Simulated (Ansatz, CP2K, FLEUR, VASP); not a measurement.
# One calculation of BaTiO3, 9 ways

```xyz
5
Lattice="3.9998 0.0000 0.0000 0.0000 3.9998 0.0000 0.0000 0.0000 4.0180" Properties=species:S:1:pos:R:3 pbc="T T T"
Ba    0.0000    0.0000    0.0000
Ti    1.9999    1.9999    1.9688
O     0.0000    1.9999    2.0773
O     1.9999    0.0000    2.0773
O     1.9999    1.9999    0.0763
```

Alike in all runs: task band structure; functional PBE; k mesh 7 × 7 × 7; occupations fermi-dirac, width 0.05 eV; no spin polarisation; no spin-orbit coupling. Pressure is positive in compression and, in plane waves, holds the error of the finite cutoff, which Ansatz's Pulay term estimates and takes out. Gaps are the smaller of the mesh's and the band path's.

```csv
program and potentials,plane-wave cutoff (eV),notes,band gap (eV),pressure (GPa),largest force (eV/Å)
"Ansatz, Ansatz PAW",420,Pulay term of +0.54 GPa included,1.84,2.43,0.311
"Ansatz, Ansatz PAW polarizable",420,Pulay term of +0.54 GPa included,1.84,2.43,0.311
"Ansatz, PAW datasets made for the crystal",580,-,1.83,2.43,0.311
"Ansatz, all-electron LAPW, scalar-relativistic",-,-,1.83,2.44,0.311
"VASP, PBE PAW files Ba_sv, O, Ti_sv, 520 eV",520,-,1.77,4.22,0.274
"FLEUR, all-electron, FLAPW",-,-,?,-,-
"CP2K, POTENTIAL_UZH Ba GTH-PBE-q10, Ti GTH-PBE-q12, O GTH-PBE-q6; TZVP-MOLOPT-PBE-GTH basis",-,atomic basis,1.76,4.07,-
"Ansatz, Ansatz PAW (files of its older set among them)",930,-,1.83,2.43,0.311
"Ansatz, Ansatz NC",1240,Pulay term of +0.05 GPa included,1.84,2.33,0.307
```

Question: Estimate from the other rows what the run with FLEUR, all-electron, FLAPW gave.

Answer: Band gap 1.82 eV. The other rows, which needn't bracket it: band gap 1.76 to 1.84; pressure 2.33 to 4.22; largest force 0.274 to 0.311.
